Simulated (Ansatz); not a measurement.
SiO2 — 17O NMR of the central transition

Cell: a structure deposited in the COD, its atoms then relaxed with PBE in this cell.

Space group P2_13 (No. 198); a = 7.1600 Å.

| site | Wyckoff | site symmetry | x | y | z |
| --- | --- | --- | --- | --- | --- |
| Si1 | 4a | .3. | 0.2807 | 0.2807 | 0.2807 |
| Si5 | 4a | .3. | 0.0206 | 0.0206 | 0.0206 |
| O9 | 4a | .3. | 0.1505 | 0.1505 | 0.1505 |
| O13 | 12b | 1 | 0.6398 | 0.6616 | 0.0434 |

One atom of each set is listed.

The numbers come from a DFT calculation in Ansatz (r2SCAN, plane waves and PAW (field gradients read without the response of the frozen cores, which leaves them typically 4 to 6 % off), scalar-relativistic, 500 eV cutoff, Γ-centred 4×4×4 k-points, Fermi–Dirac smearing 0.02 eV).

17O has I = 5/2 and Q = -25.58 mb (Pyykkö 2018); at 9.4 T its Larmor frequency is ν₀ = 54.3 MHz. Only the quadrupole interaction is simulated: positions count from each site's isotropic chemical shift, and shift anisotropy, dipolar and J coupling are left out.

Question: Give C_Q, η, the quadrupolar product P_Q = |C_Q|(1 + η²/3)^½, the second-order isotropic shift and the breadth of the pattern (static powder) for each O site.

Answer: 

| site | first shell | C_Q (MHz) | η | P_Q (MHz) | δ_QIS (ppm) | breadth (kHz) |
| --- | --- | --- | --- | --- | --- | --- |
| O9 | 2 Si at 1.61 Å, angle 180° | -6.73 | 0.00 | 6.73 | -92.2 | 26.1 |
| O13 | 2 Si at 1.62 Å, angle 146° | -6.13 | 0.18 | 6.16 | -77.3 | 25.0 |

δ_QIS = −(ν_Q²/30ν₀²)[I(I+1) − 3/4](1 + η²/3) × 10⁶ ppm with ν_Q = 3|C_Q|/[2I(2I−1)]; it falls as 1/B₀² in ppm, and the breadth as 1/B₀ in kHz.

An axis of threefold or higher order runs through O9, so V_zz lies along it and η is zero. At O13 V_zz runs parallel to the line that joins its two neighbours (within 1°).

The largest force is 0.3 eV/Å, so the atoms aren't at the calculated equilibrium and relaxing them would move these values. The database positions were far from equilibrium, so the relaxed structure may not be the compound's real one.

Hardware: 1 thread of Intel Xeon 6975P-C (Granite Rapids) (x86_64; 8 cores open to the job, memory cap 3.0 GiB, no GPU), a shared host with a load of 0.6 a core. Wall time 46 s, CPU time 46 s, peak memory 1.2 GiB.
